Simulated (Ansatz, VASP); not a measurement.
# Cr: VASP beside Ansatz

The input INCAR:

```
PREC = Accurate
ENCUT = 520
EDIFF = 1E-6
ISMEAR = -1
SIGMA = 0.1
LREAL = F
LASPH = T
NELM = 100
ALGO = Normal
ISIF = 2
LWAVE = F
LCHARG = T
GGA = RP
LELF = T
LVHAR = T
NBANDS = 12
```

Contents of KPOINTS:

```
regular mesh
0
Gamma
  15 15 15
```

The input POSCAR:

```
Cr
1.0
    2.4188470916      0.0000000000      0.0000000000
    0.0000000000      2.4188470916      0.0000000000
    0.0000000000      0.0000000000      2.4188470916
Cr
1
Direct
    0.0000000000      0.0000000000      0.0000000000
```

Input for Ansatz:

```yaml
crystal:
  lattice:
    - [2.4188470916, 0.0, 0.0]
    - [0.0, 2.4188470916, 0.0]
    - [0.0, 0.0, 2.4188470916]
  atoms:
    - { symbol: Cr, position: [0.0, 0.0, 0.0] }
hamiltonian:
  xc: rpbe
  pseudopotentials:
    kind: paw
    azcp:
      Cr: "pseudopotentials/Cr.paw.azcp"
basis:
  ecutwfc: 420
  fft_grid_basis: typed
kpoints:
  mp_grid: { grid: [15, 15, 15], shift: [0, 0, 0] }
magnetization:
  spin_polarized: false
scf:
  occupations: { method: fermi_dirac, width: 0.1 }
  lower_state_search: "off"
output:
  stress: true
  write_density: true
  write_potential: true
  elf: true
  volumetric_format: npy
```

Alike in both runs: task single point; functional RPBE; k mesh 15 × 15 × 15; occupations fermi-dirac, width 0.1 eV; no spin polarisation.

|  | VASP | Ansatz |
| --- | --- | --- |
| version | VASP 6.6.1 | Ansatz 0.2.0 |
| potentials or method | VASP PAW PBE potentials, release 64 (Cr_pv) | plane waves (420 eV) with PAW, scalar-relativistic |
| plane-wave cutoff (eV) | 520 | 420 |
| valence electrons in the cell | 12 | 14 |

VASP gave:

* pressure (GPa): -11.2

Q: What did Ansatz give for the same quantities?

A: Pressure (GPa): -10.9.

The two sets of potentials don't hold the same shells in valence.

Caveats: the PAW data sets were made with another functional, which shifts forces and pressure a little (VASP); the run has no spin polarisation, though such a crystal can be magnetic. Spin polarisation is off, so any magnetic state and its effect on volume and gap are missing.
